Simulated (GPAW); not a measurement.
Runs of GPAW 26.7.0 on Os. It takes space group Fm-3m (No. 225, cubic). Conventional cell: a = 3.890 Å, b = 3.890 Å, c = 3.890 Å, α = 90.00°, β = 90.00°, γ = 90.00°. Os (site symmetry m-3m) has 12 Os at 2.75 Å as nearest neighbours. This isn't the form of Os at room conditions, which is hcp.

```tsv
task	level	potentials or basis	spin	U	cell	k mesh	smearing	U projector left unscaled	older calculator (legacy_gpaw)	maxiter	data set	eigensolver	other keys	gap on the mesh (eV)	pressure (GPa)
electrostatic potential	revTPSS+U	GPAW PAW data sets (gpaw-data 1.2.1), other valence, pw	off	Os d U = 2 eV	as given	12 × 12 × 12	gaussian 0.05 eV	no	yes	60	Os 8	-	several, not listed	none	-17.8
band structure	RPBE+D3	the program's PAW data sets (release 1.2.1) made for this functional, other valence, pw	SOC, no magnetisation	-	cell strained at random at fixed volume	10 × 10 × 10	fermi-dirac 0.05 eV	-	-	75	Os 8	cg	several, not listed	-	-9.6
single point	MS2	GPAW PAW data sets (gpaw-data 1.2.1), pw	off	-	cell strained at random at fixed volume	8 × 9 × 8	fermi-dirac 0.05 eV	-	-	150	-	-	-	none	-23.8
single point	rSCAN+D3(BJ)+U	GPAW PAW data sets (gpaw-data 1.2.1), other valence, pw	off	Os d U = 7 eV	as given	12 × 12 × 12	fermi-dirac 0.05 eV	no	yes	60	Os 8	-	several, not listed	none	(a)
single point	vdW-DF	GPAW PAW data sets (gpaw-data 1.2.1), pw	off	-	volume scaled by 1.08	12 × 12 × 12	fermi-dirac 0.05 eV	-	-	150	-	-	-	none	-
```

Alike in all rows: cutoff (eV) 600.

Q: Estimate the missing entries.

A: (a) -27.2.

Caveats: the PAW data sets were made with another functional, which shifts forces and pressure a little (some runs); U without spin polarisation on a metal has little footing (some runs); the U is typed as a test and isn't derived for this compound (some runs); pairwise dispersion overbinds metals, which lowers pressure and volume (some runs); spin-orbit coupling was added after a scalar SCF, so levels and gaps hold it while energy, forces, pressure and moments don't (some runs); this program's spin-orbit splittings come out too wide for heavy elements (some runs).

A k mesh can miss the band edges, and rows without SOC leave out spin-orbit coupling on Os.

A gap of «none» marks a metal or a gap under the smearing width.

The runs don't all hold the same shells in valence.

Runs at the PBE level aren't shown here.
